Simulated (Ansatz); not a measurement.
# Ti: band structure with PBE

The system is Ti.

```
CELL_PARAMETERS angstrom
2.95000 0.00000 0.00000
-1.47500 2.55477 0.00000
0.00000 0.00000 4.68000
ATOMIC_POSITIONS crystal
Ti 0.66667 0.33333 0.75000
Ti 0.33333 0.66667 0.25000
```

```yaml
Program: Ansatz 0.2.0
Task: band structure
Functional: PBE
Potentials_or_basis: SPMS NC
Cutoff: "707 eV (not typed: the program's choice for these potentials)"
k_mesh: 10 × 10 × 6
Occupations: fermi-dirac, width 0.05 eV
Spin: no spin polarisation
Path: "[[\"G\", \"M\", \"K\", \"G\", \"A\", \"L\", \"H\", \"A\"], [\"L\", \"M\"], [\"K\", \"H\"]]"
Points_for_each_segment_of_the_path: 14
```

```yaml
Pressure: -1.3 GPa
Band_gap_on_the_k_mesh: none (metal or under the smearing width)
```

Stress tensor (GPa, compression positive):
```
-1.22  0.00  0.00
 0.00 -1.22  0.00
 0.00  0.00 -1.59
```

Levels at the corners of the path, in eV from the Fermi level:
| point | band 10 | band 11 | band 12 | band 13 | band 14 | band 15 |
| --- | --- | --- | --- | --- | --- | --- |
| Γ | -2.64 | 0.71 | 0.78 | 0.78 | 0.88 | 1.27 |
| M | -2.11 | -1.80 | -0.64 | 0.50 | 0.62 | 1.16 |
| K | -1.37 | -1.37 | -1.27 | 0.23 | 0.23 | 1.49 |
| Γ | -2.64 | 0.71 | 0.78 | 0.78 | 0.88 | 1.27 |
| A | -4.32 | 0.09 | 0.09 | 0.69 | 0.69 | 0.69 |
| L | -2.50 | -0.79 | -0.79 | 1.29 | 1.29 | 1.72 |
| H | -1.22 | -1.05 | -1.05 | -0.22 | -0.22 | 1.67 |
| A | -4.32 | 0.09 | 0.09 | 0.69 | 0.69 | 0.69 |
| L | -2.50 | -0.79 | -0.79 | 1.29 | 1.29 | 1.72 |
| M | -2.11 | -1.80 | -0.64 | 0.50 | 0.62 | 1.16 |
| K | -1.37 | -1.37 | -1.27 | 0.23 | 0.23 | 1.49 |
| H | -1.22 | -1.05 | -1.05 | -0.22 | -0.22 | 1.67 |

Run time: 2.5 s on 2 threads of Arm Neoverse V2 (shared host), peak memory 0.3 GiB.

Caveat: the pressure holds a Pulay correction of +0.4 GPa for the finite cutoff.
